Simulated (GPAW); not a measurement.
A run of GPAW 26.7.0:

As.cif

```cif
data_As
_cell_length_a 4.56640069
_cell_length_b 4.56640069
_cell_length_c 2.83374000
_cell_angle_alpha 90.00000000
_cell_angle_beta 90.00000000
_cell_angle_gamma 120.00000000
_space_group_name_H-M_alt 'P1'
_space_group_name_Hall 'P 1'
_space_group_IT_number 1
loop_
_space_group_symop_operation_xyz
'x,y,z'
loop_
_atom_site_label
_atom_site_type_symbol
_atom_site_symmetry_multiplicity
_atom_site_Wyckoff_symbol
_atom_site_fract_x
_atom_site_fract_y
_atom_site_fract_z
_atom_site_occupancy
As1 As 1 a 0.3333300000 0.6666700000 0.0000000000 1
As2 As 1 a 0.6666633333 0.3333366667 0.0000000000 1
```

Potentials or basis: GPAW PAW data sets (gpaw-data 1.2.1), pw.

The run is started by

```bash
$ OMP_NUM_THREADS=1 gpaw run As.cif -p 'mode=PW(600),xc=PBE,kpts={size:(7,7,9),gamma:True},occupations={name:fermi-dirac,width:0.05},nbands=13,convergence={density:1e-05,energy:1e-05},maxiter=150,txt=gpaw.txt' --properties efs -w gs.gpw
```

Hardware: 1 thread of Arm Neoverse V2 (shared host).

Task: Estimate the wall time of this run.

Result: Run time: 26 s on 1 thread of Arm Neoverse V2, on a shared host, peak memory 0.19 GiB. Counts: scf iterations 10, plane waves 1728, bands 13, k points 80.
